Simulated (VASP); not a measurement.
Here is a VASP 6.6.1 calculation.

Contents of POSCAR:

```
CdF2                                    
1.0
    0.0000000000      2.6969680788      2.6969680788
    2.6969680788      0.0000000000      2.6969680788
    2.6969680788      2.6969680788      0.0000000000
  Cd              F             
     1     2
Direct
     0.0000000000000000    0.0000000000000000    0.0000000000000000
     0.2500000000000000    0.2500000000000000    0.2500000000000000
     0.7500000000000000    0.7500000000000000    0.7500000000000000
```

Contents of INCAR.step1:

```
PREC = Accurate ; ENCUT = 520
EDIFF = 1E-8 ; ISMEAR = 0
SIGMA = 0.03 ; LREAL = False
LASPH = True ; NELM = 80
ALGO = Normal ; ISIF = 2
LWAVE = False ; LCHARG = False
KPAR = 4 ; GGA = PE
LEPSILON = True
```

File KPOINTS.step1:

```
Automatic mesh
0
G
  10 10 10
  0 0 0
```

File INCAR.step2:

```
PREC = Accurate ; ENCUT = 520
EDIFF = 1E-5 ; ISMEAR = 0
SIGMA = 0.03 ; LREAL = False
LASPH = True ; NELM = 80
ALGO = Normal ; ISIF = 2
LWAVE = True ; LCHARG = False
NBANDS = 20 ; KPAR = 4
GGA = PE
```

The input KPOINTS.step2:

```
regular mesh
0
Gamma
  6 6 6
```

The input INCAR.step3:

```
PREC = Accurate ; ENCUT = 520
EDIFF = 1E-6 ; ISMEAR = 0
SIGMA = 0.03 ; LREAL = False
LASPH = True ; NELM = 80
ALGO = Normal ; ISIF = 2
LWAVE = False ; LCHARG = False
GGA = PE ; LHFCALC = True
AEXX = 0.3569 ; PRECFOCK = Fast
HFRCUT = -1 ; NBANDS = 20
KPAR = 4 ; ISTART = 1
```

Contents of KPOINTS.step3:

```
regular mesh
0
Gamma
  6 6 6
```

KPOINTS_OPT

```
explicit points
6
Reciprocal
 0.0000000000  0.0000000000  0.0000000000 1
 0.3750000000  0.3750000000  0.7500000000 1
 0.5000000000  0.5000000000  0.5000000000 1
 0.6250000000  0.2500000000  0.6250000000 1
 0.5000000000  0.2500000000  0.7500000000 1
 0.5000000000  0.0000000000  0.5000000000 1
```

Potentials or basis: VASP PAW PBE potentials, release 64 (Cd, F).

Launch:

```console
$ cat potpaw_PBE.64/Cd/POTCAR potpaw_PBE.64/F/POTCAR > POTCAR
$ cp INCAR.step1 INCAR
$ cp KPOINTS.step1 KPOINTS
$ mpirun -np 4 vasp_std > vasp.out
$ cp INCAR.step2 INCAR
$ cp KPOINTS.step2 KPOINTS
$ mpirun -np 4 vasp_std > vasp.out
$ cp INCAR.step3 INCAR
$ cp KPOINTS.step3 KPOINTS
$ mpirun -np 4 vasp_std > vasp.out
```

(1) What does it give for the band gap along the path?

(2) Predict the pressure.

Answers

(1) 7.17 eV, indirect (least direct gap 7.78 eV).

(2) 0.6 GPa.

Caveat: the PAW data sets were made with another functional, which shifts forces and pressure a little.
